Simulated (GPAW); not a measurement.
# ZnS (Wurtzite-6H) (P6_3mc) in GPAW: single point with PBE

Aim: the single point of ZnS (Wurtzite-6H) with PBE.

Everything below comes from runs of GPAW 26.7.0. Logs are shortened: lines on timing, memory, paths and dates and some standing lists are left out, and cuts for length are marked. The log counts tension as positive stress, the text compression.

**The experiment to reproduce.**

From a printed reference work, monograph, for a bulk crystal of ZnS at 4 K: band gap 3.911 eV (direct).

How close the calculation comes is told below.

### Step 1. The structure

Symmetry: P6_3mc, No. 186, hexagonal system. The conventional cell has a = 3.812 Å, b = 3.812 Å, c = 18.690 Å, α = 90.00°, β = 90.00°, γ = 120.00°. Zn (site symmetry 3m) is surrounded by 4 S at 2.33 to 2.34 Å. Around Zn (site symmetry 3m) lie 4 S at 2.33 to 2.34 Å. Zn (site symmetry 3m) is surrounded by 4 S at 2.33 to 2.34 Å. S (site symmetry 3m) is surrounded by 4 Zn at 2.33 to 2.34 Å. S (site symmetry 3m) has 4 Zn at 2.33 to 2.34 Å as nearest neighbours. S (site symmetry 3m) is surrounded by 4 Zn at 2.33 to 2.34 Å.

### Step 2. Single point, PBE

run.py

```python
from ase.dft.bandgap import bandgap
from ase.io import read, write
from ase.units import GPa
from gpaw import GPAW, PW

atoms = read('POSCAR')

calc = GPAW(mode=PW(600),
            xc='PBE',
            kpts={'size': (8, 8, 2), 'gamma': True},
            occupations={'name': 'methfessel-paxton', 'order': 0, 'width': 0.012},
            nbands=84,
            convergence={'density': 1e-05, 'energy': 1e-05},
            maxiter=150,
            txt='gpaw.txt')
atoms.calc = calc
energy = atoms.get_potential_energy()
forces = atoms.get_forces()
stress = atoms.get_stress()
calc.write('gs.gpw')
write('result.traj', atoms)
print(f'Energy: {energy:.6f} eV')
print('Forces (eV/A):')
print(forces.round(4))
print('Stress (GPa):', (stress / GPa).round(3))
print('Fermi level:', round(calc.get_fermi_level(), 4), 'eV')
print(f'Gap: {bandgap(calc)[0]:.4f} eV, direct: {bandgap(calc, direct=True)[0]:.4f} eV')
```

POSCAR

```
ZnS
1.0
    3.8120000000      0.0000000000      0.0000000000
   -1.9060000000      3.3012888392      0.0000000000
    0.0000000000      0.0000000000     18.6899900000
Zn S
6 6
Direct
    0.3333333333      0.6666666667      0.8333300000
    0.6666666667      0.3333333333      0.3333300000
    0.6666666667      0.3333333333      0.6666700000
    0.3333333333      0.6666666667      0.1666700000
    0.0000000000      0.0000000000      0.5000000000
    0.0000000000      0.0000000000      0.0000000000
    0.3333333333      0.6666666667      0.9583300000
    0.6666666667      0.3333333333      0.4583300000
    0.6666666667      0.3333333333      0.7916700000
    0.3333333333      0.6666666667      0.2916700000
    0.0000000000      0.0000000000      0.6250000000
    0.0000000000      0.0000000000      0.1250000000
```

Potentials or basis: GPAW PAW data sets (gpaw-data 1.2.1), pw.

The run is started by

```console
$ OMP_NUM_THREADS=1 python run.py
```

gpaw.txt:

```text
__  _  _
 | _ |_)|_||  |
 |__||  | ||/\| - 26.7.0

Input parameters:
  mode=PW(ecut=600.0),
  convergence={'density': 1e-05, 'energy': 1e-05},
  kpts=MonkhorstPack(size=(8, 8, 2), gamma=True),
  maxiter=150,
  nbands=84,
  occupations=Occupations(name='methfessel-paxton', order=0, width=0.012),
  xc=XC(name='PBE')

Diagonalizing LCAO Hamiltonian
Converting LCAO to pw mode

         S

         Zn
             S

             Zn

       S

       Zn    S

         S   Zn

         Zn

       S

       Zn

Atoms  # Å, Bohr magnetons
|    | symbol |         x |        y |         z |    initial magnetic moments |
|----|--------|-----------|----------|-----------|-----------------------------|
|  0 |     Zn | -0.000000 | 2.200859 | 15.574929 | ( 0.0000,  0.0000,  0.0000) |
|  1 |     Zn |  1.906000 | 1.100430 |  6.229934 | ( 0.0000,  0.0000,  0.0000) |
|  2 |     Zn |  1.906000 | 1.100430 | 12.460056 | ( 0.0000,  0.0000,  0.0000) |
|  3 |     Zn | -0.000000 | 2.200859 |  3.115061 | ( 0.0000,  0.0000,  0.0000) |
|  4 |     Zn |  0.000000 | 0.000000 |  9.344995 | ( 0.0000,  0.0000,  0.0000) |
|  5 |     Zn |  0.000000 | 0.000000 |  0.000000 | ( 0.0000,  0.0000,  0.0000) |
|  6 |      S | -0.000000 | 2.200859 | 17.911178 | ( 0.0000,  0.0000,  0.0000) |
|  7 |      S |  1.906000 | 1.100430 |  8.566183 | ( 0.0000,  0.0000,  0.0000) |
|  8 |      S |  1.906000 | 1.100430 | 14.796304 | ( 0.0000,  0.0000,  0.0000) |
|  9 |      S | -0.000000 | 2.200859 |  5.451309 | ( 0.0000,  0.0000,  0.0000) |
| 10 |      S |  0.000000 | 0.000000 | 11.681244 | ( 0.0000,  0.0000,  0.0000) |
| 11 |      S |  0.000000 | 0.000000 |  2.336249 | ( 0.0000,  0.0000,  0.0000) |

Unit cell  # Å
| periodic |         x |        y |         z |   lengths |     angles |
|----------|-----------|----------|-----------|-----------|------------|
|      yes |  3.812000 | 0.000000 |  0.000000 |  3.812000 |  90.000000 |
|      yes | -1.906000 | 3.301289 |  0.000000 |  3.812000 |  90.000000 |
|      yes |  0.000000 | 0.000000 | 18.689990 | 18.689990 | 120.000000 |

Number of symmetries: 6
Symmetry operations  # r_c * U_cc + t_c -> r_c
|   | kind |            matrix            |
|---|------|------------------------------|
| 0 |  σ   |  1, 1, 0,  0,-1, 0,  0, 0, 1 |
| 1 |  E   |  1, 0, 0,  0, 1, 0,  0, 0, 1 |
| 2 |  C3  |  0, 1, 0, -1,-1, 0,  0, 0, 1 |
| 3 |  σ   |  0,-1, 0, -1, 0, 0,  0, 0, 1 |
| 4 |  σ   | -1, 0, 0,  1, 1, 0,  0, 0, 1 |
| 5 |  C3  | -1,-1, 0,  1, 0, 0,  0, 0, 1 |

BZ-sampling:
  Number of BZ points: 128
  Number of IBZ points: 20

  Monkhorst-Pack size: [8, 8, 2]
  Monkhorst-Pack shift: [0.0625, 0.0625, 0.25]

K-points  # in reciprocal-cell coordinates
|     |                                coordinates |     weight |
|-----|--------------------------------------------|------------|
|   0 | (  0.00000000,   0.00000000,   0.00000000) | 0.00781250 |
|   1 | (  0.00000000,   0.00000000,   0.50000000) | 0.00781250 |
|   2 | (  0.12500000,   0.00000000,   0.00000000) | 0.04687500 |
|   3 | (  0.12500000,   0.00000000,   0.50000000) | 0.04687500 |
|   4 | (  0.25000000,  -0.12500000,   0.00000000) | 0.04687500 |
|   5 | (  0.25000000,  -0.12500000,   0.50000000) | 0.04687500 |
|   6 | (  0.25000000,   0.00000000,   0.00000000) | 0.04687500 |
|   7 | (  0.25000000,   0.00000000,   0.50000000) | 0.04687500 |
|   8 | (  0.37500000,  -0.12500000,   0.00000000) | 0.09375000 |
|   9 | (  0.37500000,  -0.12500000,   0.50000000) | 0.09375000 |
| ... |                                            |            |
|  19 | (  0.50000000,   0.50000000,   0.50000000) | 0.02343750 |

Plane wave coefficients: 7890
Cutoff: 600.0 eV

Spin-components: 1 (collinear spins)
Bands:           84
Projectors:      66
Spin-degeneracy: 2
Datatype:        complex128

Parallelization:
  kpt:    1
  domain: 1
  band:   1

Density:
  Valence electrons: 108.0
  Components: 1
  Grid points: [ 24  24 108]
  Charge: 0.0  # |e|

Potential:
  Grid points: [ 24  24 108]

species:
  Zn:
    name:    Zinc
    Z:       30.0
    valence: 12
    core:    18
    charge:  0.0  # [|e|]
    compensation charges:
      type: gauss
      rc: 0.37  # [Å]
      lmax: 2
    cutoffs:
      filter: 2.14  # [Å]
      core: 2.28  # [Å]
    projectors
    | kind |    occ | energy [eV] | rcut [Å] |
    |------|--------|-------------|----------|
    |   4s |  2.000 |      -5.977 |    1.286 |
    |   4p |  0.000 |      -1.117 |    1.270 |
    |   3d | 10.000 |     -10.142 |    1.180 |
    |    s |        |      21.234 |    1.286 |
    |    p |        |      26.095 |    1.270 |
    |    d |        |      17.070 |    1.180 |

    Using partial waves for Zn as LCAO basis

  S:
    name:    Sulfur
    Z:       16.0
    valence: 6
    core:    10
    charge:  0.0  # [|e|]
    compensation charges:
      type: gauss
      rc: 0.24  # [Å]
      lmax: 2
    cutoffs:
      filter: 1.77  # [Å]
      core: 1.66  # [Å]
    projectors
    | kind |    occ | energy [eV] | rcut [Å] |
    |------|--------|-------------|----------|
    |   3s |  2.000 |     -17.254 |    0.974 |
    |   3p |  4.000 |      -7.008 |    0.979 |
    |    s |        |       9.957 |    0.974 |
    |    p |        |      20.203 |    0.979 |
    |    d |        |       0.000 |    0.900 |

    Using partial waves for S as LCAO basis

Reference energy: -358313.679303  # eV

eigensolver:
  PPCG
  Converge bands: occupied
  niter=2

density mixing:
  MSR1-Mixer
  Pratt-step length: 0.05
  Maximum mixing coefficient: 0.75
  Old densities: 10
  SVD Regularization: 0.005
  Good broyden scale: 1.0
  Trust region scale: 1.0
  Backstep threshold: 4.0
  History deletion threshold: 6.0
  Fourier metric: weight=20.0, sigma=0.015

occupation numbers:
  Methfessel-Paxton:
    width: 0.0120  # eV
    order: 0

poisson solver:
  ecut: 4800.0  # eV

xc functional:
  name: PBE with 2 nearest neighbor stencil

convergence criteria:
[... 6 lines left out ...]
|iter     | |      energy | eigst |  dens |
|---------|-|-------------|-------|-------|
|iter:   1| |  -42.954385 | +1.04 |       |
|iter:   2| |  -43.142136 | +0.31 | -1.19 |
|iter:   3| |  -41.769750 | -0.26 | -1.23 |
|iter:   4| |  -41.521104 | -1.25 | -1.62 |
|iter:   5| |  -41.501988 | -2.01 | -1.97 |
|iter:   6| |  -41.510992 | -2.29 | -2.25 |
|iter:   7| |  -41.509505 | -2.84 | -2.80 |
|iter:   8| |  -41.509891 | -3.44 | -3.27 |
|iter:   9| |  -41.509837c| -3.94 | -3.47 |
|iter:  10| |  -41.509853c| -4.62 | -4.08 |
|iter:  11| |  -41.509854c| -5.25 | -4.62 |
|iter:  12| |  -41.509855c| -5.76 | -4.90 |
|iter:  13| |  -41.509855c| -6.38 | -5.27c|
|iter:  14| |  -41.509855c| -7.05 | -5.50c|
|iter:  15| |  -41.509855c| -7.53c| -5.94c|

Converged in 15 steps
Energy contributions relative to reference atoms: (reference = -358313.679303)

Energy contributions:
  Kinetic:          68.098001
  Coulomb:         -57.532706
  Zero:              0.329745
  External:          0.000000
  Xc:              -52.404895
  Entropy:           0.000000
  Spinorbit:         0.000000
  ----------------------------
  Free energy:     -41.509855
  Extrapolated:    -41.509855

dipole moment: (-19.420632, -33.637521, -24.739257)  # |e|*Ang

Fermi level: 4.594
Eigenvalues  # (at kpt = [0.000, 0.000, 0.000])
| band index |      eig [eV] | occ [0-2] |
|------------|---------------|-----------|
|          0 |        -9.364 |     2.000 |
|        ... |               |           |
|         46 |         3.151 |     2.000 |
|         47 |         3.576 |     2.000 |
|         48 |         3.576 |     2.000 |
|         49 |         3.587 |     2.000 |
|         50 |         3.587 |     2.000 |
|         51 |         3.804 |     2.000 |
[... 8 lines left out ...]
|         60 |        10.111 |     0.000 |
|         61 |        10.149 |     0.000 |
|        ... |               |           |
|         83 |        15.959 |     0.000 |

Gap: 2.157 eV
Transition (v -> c):
  (s=0, k=0, n=53, [0.00, 0.00, 0.00]) -> (s=0, k=0, n=54, [0.00, 0.00, 0.00])
No difference between direct/indirect transitions

Forces  # eV/Ang
|        x |        y |        z |
|----------|----------|----------|
| -0.00000 |  0.00000 |  0.00256 |  # Zn   0
|  0.00000 |  0.00000 |  0.00258 |  # Zn   1
| -0.00000 | -0.00000 |  0.01304 |  # Zn   2
|  0.00000 |  0.00000 |  0.01299 |  # Zn   3
|  0.00000 |  0.00000 | -0.00311 |  # Zn   4
| -0.00000 |  0.00000 | -0.00311 |  # Zn   5
|  0.00000 |  0.00000 | -0.02993 |  # S    6
| -0.00000 | -0.00000 | -0.02982 |  # S    7
|  0.00000 |  0.00000 | -0.00690 |  # S    8
| -0.00000 | -0.00000 | -0.00689 |  # S    9
|  0.00000 |  0.00000 |  0.02441 |  # S   10
| -0.00000 |  0.00000 |  0.02422 |  # S   11

Stress tensor  # eV/Ang^3
|         x |         y |         z |
|-----------|-----------|-----------|
| -0.013293 |  0.000000 |  0.000000 |
| -0.000000 | -0.013293 |  0.000000 |
|  0.000000 |  0.000000 | -0.013626 |

# Writing to gs.gpw (mode='')
```

Wall time 6.6 min (1 thread of Arm Neoverse V2, shared host); peak memory 0.53 GiB.

Results:

```yaml
Free_energy: -41.5099 eV
Pressure: 2.1 GPa
Largest_force: 0.030 eV/Å
Band_gap_on_the_k_mesh: 2.16 eV, direct
```

Forces in eV/Å, atoms in the order of the input:
```
Zn   0.000  0.000  0.003
Zn   0.000  0.000  0.003
Zn   0.000  0.000  0.013
Zn   0.000  0.000  0.013
Zn   0.000  0.000 -0.003
Zn   0.000  0.000 -0.003
S    0.000  0.000 -0.030
S    0.000  0.000 -0.030
S    0.000  0.000 -0.007
S    0.000  0.000 -0.007
S    0.000  0.000  0.024
S    0.000  0.000  0.024
```

Caveat: the cell's inner coordinates are idealised or old, which leaves forces on the atoms.

### Step 3. Comparison with measurements

Step 2. Measured gap of ZnS: 3.911 eV (direct; 4 K; a printed reference work, monograph). This calculation gives 2.16 eV (-1.75 eV). The value is that of PBE on a finite k mesh, which can miss the band edges, without temperature or zero-point motion. Semilocal functionals fall short of measured gaps as a rule.
